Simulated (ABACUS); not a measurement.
# Pb in ABACUS: the effect of target pressure

Pb:

```
Pb
1.0
     0.00000    2.47502    2.47502
     2.47502    0.00000    2.47502
     2.47502    2.47502    0.00000
Pb
1
Direct
  0.00000 0.00000 0.00000
```

Alike in all runs:

```yaml
Program: ABACUS 3.10.1
Task: relaxation of cell and atoms
Functional: PBE
Potentials_or_basis: PseudoDojo NC SR 0.4.1 PBE standard
Cutoff: 857 eV
Density_cutoff: 3429 eV
Basis: plane waves
k_mesh: 6 × 6 × 6
Occupations: fermi-dirac, width 0.05 eV
Spin: no spin polarisation
```

Each run relaxes the cell or the atoms first.

```csv
target pressure,relaxed volume (Å³/atom)
0 GPa,32.72
5 GPa,29.48
10 GPa,?
30 GPa,23.03
```

Task: What does the run with target pressure 10 GPa give?

Result: Relaxed volume 27.45 Å³/atom.

Worked out: A straight line through the other rows of the relaxed volume, of slope -0.302 Å³/atom per GPa, gives 28.91 Å³/atom, against the run's 27.45.

Caveats: all runs use coarse meshes; the volume moved by over 15 % at a fixed basis, so the end points are rough (some runs).
